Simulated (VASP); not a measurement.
Runs of VASP 6.6.1 on CdTe. The structure is cubic, space group F-43m (No. 216). The conventional cell has a = 6.410 Å, b = 6.410 Å, c = 6.410 Å, α = 90.00°, β = 90.00°, γ = 90.00°. Cd (site symmetry -43m) is surrounded by 4 Te at 2.78 Å. Te (site symmetry -43m) has 4 Cd at 2.78 Å as nearest neighbours. 

| level | potentials or basis | spin | k mesh | cutoff (eV) | grid for exact exchange (PRECFOCK) | screening parameter | mesh quality | gap on the mesh (eV) | pressure (GPa) |
| --- | --- | --- | --- | --- | --- | --- | --- | --- | --- |
| HSE06 | VASP PAW PBE potentials, release 64 (Cd, Te) | off | 5 × 5 × 5 | 520 | Fast | 0.2 1/A | not flagged | 1.68 | 3.3 |
| PBEsol | VASP PAW PBE potentials, release 64 (Cd, Te) | off | 6 × 6 × 6 | 520 | - | - | not flagged | 0.76 | 1.9 |
| r2SCAN | VASP PAW PBE potentials, release 64 (Cd, Te) | off | 6 × 6 × 6 | 520 | - | - | not flagged | (b) | 3.4 |
| PBE | VASP PAW PBE potentials, release 64 (Cd, Te) | off | 6 × 6 × 6 | 520 | - | - | not flagged | 0.87 | (a) |
| LDA | VASP PAW LDA potentials, release 64 (Cd, Te) | off | 6 × 6 × 6 | 520 | - | - | not flagged | 0.65 | 0.3 |
| LDA | VASP PAW LDA potentials, release 64 (Cd, Te) | off | 4 × 4 × 4 | 300 | - | - | coarse | (c) | - |
| PBEsol | VASP PAW PBE potentials, release 64 (Cd, Te) | SOC, no magnetisation | 6 × 6 × 6 | 520 | - | - | not flagged | - | 1.9 |

Alike in all rows: task single point; cell as given; smearing fermi-dirac 0.02 eV.

Q: Fill in the values left out.

A: (a) 4.4; (b) 1.38; (c) 0.63.

Caveats: some runs use coarse meshes; spin-orbit coupling is left out, which moves the levels of the heavy elements (some runs); the PAW data sets were made with another functional, which shifts forces and pressure a little (some runs); the cutoff is under 1.25 times the usual one of these potentials, so pressure, stress and relaxed cells hold a basis-set (Pulay) error (some runs).

A k mesh can miss the band edges, and rows without SOC leave out spin-orbit coupling on Cd, Te.
